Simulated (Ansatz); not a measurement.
Here is an Ansatz 0.2.0 calculation.

File input.yaml:

```yaml
crystal:
  lattice:
    - [-1.8946518192, 1.8946518192, 1.8946518192]
    - [1.8946518192, -1.8946518192, 1.8946518192]
    - [1.8946518192, 1.8946518192, -1.8946518192]
  atoms:
    - { symbol: Sn, position: [0.0, 0.0, 0.0] }
hamiltonian:
  xc: pbe0
  pseudopotentials: { kind: paw_fr }
magnetization:
  noncollinear: true
  spin_orbit: true
kpoints:
  mp_grid: { grid: [4, 4, 4] }
scf:
  occupations: { method: fermi_dirac, width: 0.05 }
output:
  forces: true
  stress: true
  eigenvalues: true
  write_density: true
  write_potential: true
  elf: true
  volumetric_format: npy
```

Potentials or basis: Ansatz PAW.

The run is started by

```console
$ ansatz run input.yaml --threads 2 --pin off --max-ram 5632MiB --backend cpu --events-out ev --progress --plain --runs-dir out
```

**Question.** Predict the band gap on the k mesh.

**Answer.** None (metal or under the smearing width).

**Question.** Estimate the pressure.

**Answer.** -0.8 GPa.

Caveat: the k mesh is coarse (spacing up to 0.59 Å⁻¹), so the values aren't converged, least of all with exact exchange; the PAW data sets come from PBE, with cores solved anew for the run's functional, which leaves a small shift of forces and pressure; the thresholds are loose for stress.
